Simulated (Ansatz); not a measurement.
**Tuning one run: PBE, a 5×5×1 supercell of GaS (P6_3/mmc), with one vacancy, on 1 × H100**

Program: Ansatz 0.2.0. No other job shared the machine, and each run was timed once from launch to exit. Hardware: a node with eight NVIDIA H100 80GB cards and 96 AMD EPYC 7R13 cores. Times and memory are rounded to two significant figures, and ratios are formed from the unrounded values. A row is a single run, so small differences between rows aren't established. System services beside the runs took up to 2 cores (rounded up). Precision is the program's default, which can work at lower precision in parts of a run. Card memory is the largest of readings taken every 0.4 s, so short peaks can be missed, and it isn't given for runs under about 3 s. It shows what a run took, which needn't be the least that it can run in: the program holds more work at once where threads and free memory allow.

Commands are shown without the flags for output files and display.

| Property | Result |
| --- | --- |
| atoms | 199 |
| valence electrons | 1894 |
| cell volume | 4477 Å³ |
| cutoff | 300 eV |
| k mesh | 2×2×1 |
| k points solved | 2 |
| symmetry operations used (translations within a supercell counted) | 6 |
| plane waves at Γ | 52779 |
| dense FFT grid | 108×108×96 |
| bands at the start | 1146 |
| spin | none |
| first density | atoms corrected by the program's trained network |

The input file:

```yaml
crystal:
  lattice:
    - [17.966235, 0.000000, 0.000000]
    - [-8.983120, 15.559215, 0.000000]
    - [0.000000, 0.000000, 16.014656]
  atoms:
    - { symbol: Ga, position: [0.066667, 0.133333, 0.326450] }
    - { symbol: Ga, position: [0.133333, 0.066667, 0.826450] }
    - { symbol: Ga, position: [0.133333, 0.066667, 0.673550] }
    # ... 195 more atoms, left out here ...
    - { symbol: S, position: [0.866667, 0.933333, 0.606851] }
kpoints:
  mp_grid: { grid: [2, 2, 1] }
basis: { ecutwfc: 300 }
hamiltonian:
  xc: pbe
scf:
  occupations: { method: gaussian, width: 0.05 }
output: { forces: true }
```

The typed cutoff is below the 420 eV that the potentials recommend, and the program warns of it.

The log of the base run tells: bands 1146→1098. «bands a→b»: once the levels showed a gap the program dropped high empty bands and went on with b of the a at the start.

Base command:

```bash
ansatz run input.yaml --backend cuda --devices 1
```

Each row changes one flag of the command or one key of the input.

```csv
change,wall time,against the base,SCF clock,outside it,SCF clock against the base,SCF iterations,Hamiltonian applications,residual at close of the first SCF (eV),CPU time,host memory (GiB),fullest card (GiB)
none,4.1 s,1.0,2.1 s,2.0 s,1.0,9,41391,2e-7,15 s,1.9,28
scf.mixing: { beta: 0.2 },3.9 s,0.94,2.0 s,1.8 s,0.96,9,43103,7e-7,15 s,1.9,28
none (run again),4.0 s,0.96,2.1 s,1.9 s,0.98,9,41391,2e-7,16 s,1.9,28
```

The SCF clock is the program's own. It runs from the start of the first SCF loop to the final result and holds forces, stress, later SCFs and response steps. Outside it lie start-up, exit and the set-up ahead of the first loop, which depends on the cell and the method.

Iterations aren't equal work: a pass can take more eigensolver sweeps or be solved again. The count of Hamiltonian applications to a band shows the eigensolver's work better.

The repeat differs from the base by about 4 %; one repeat gives only a first idea of the noise.

Any of these changes can move the last digits, and in magnets or hard cases the state reached. These set the accuracy outright and can move results by much more, which the times don't show: scf.convergence: { dr2_threshold: 1.0e-5 }.

What does the change «scf.convergence: { dr2_threshold: 1.0e-5 }» do to the time?

The run took 4.1 s, no further than the repeat from the base, in 8 SCF iterations against 9. It counts 41796 Hamiltonian applications, against 41391. Its first SCF closed at a density residual of 1e-6 eV, against 2e-7 eV. Of the wall time 2.2 s is on the SCF clock and 1.9 s outside. On the SCF clock alone it is 1.0 times the base (2.2 s against 2.1 s). Remarks: SCF threshold looser than the default (1e-5 against 1e-6 eV or less). «SCF threshold looser than the default»: the program warns that the typed threshold on the density residual is looser than its own for this run, and that the error in the forces grows as its square root.
